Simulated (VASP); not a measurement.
**O: single point with PBE**

Crystal: O.

```
CELL_PARAMETERS angstrom
2.85140 -1.66242 0.00000
2.85140 1.66242 0.00000
-2.39449 0.00000 3.64705
ATOMIC_POSITIONS crystal
O 0.97455 0.97455 0.84443
O 0.02545 0.02545 0.15557
```

```yaml
Program: VASP 6.6.1
Task: single point
Functional: PBE
Potentials_or_basis: VASP PAW PBE potentials, release 64 (O_GW)
Cutoff: 450 eV
k_mesh: 5 × 5 × 4
Occupations: gaussian, width 0.02 eV
Spin: no spin polarisation
```

```json
{
 "Largest force": "0.480 eV/Å",
 "Band gap on the k mesh": "none (metal or under the smearing width)"
}
```

Forces in eV/Å, atoms in the order of the input:
```
O   -0.059  0.000 -0.477
O    0.059  0.000  0.477
```

Levels at points of the mesh, in eV from the Fermi level:
```
           k point  band 4  band 5  band 6  band 7  band 8  band 9
(0.00, 0.00, 0.00)   -6.26   -6.22   -0.10    0.17    6.72   10.43
(0.00, 0.00, 0.50)   -6.35   -6.34    0.12    0.31    6.85    8.31
```

It took 19 s on 1 thread of AMD EPYC 7R43 64-Core Processor (Zen 3), with other jobs on the host, peak memory 0.1 GiB.

Caveat: the k mesh is coarse (spacing up to 0.46 Å⁻¹), so the values aren't converged; the standard files for N, O and F lose accuracy on very short bonds; spin is off for a triplet molecule.
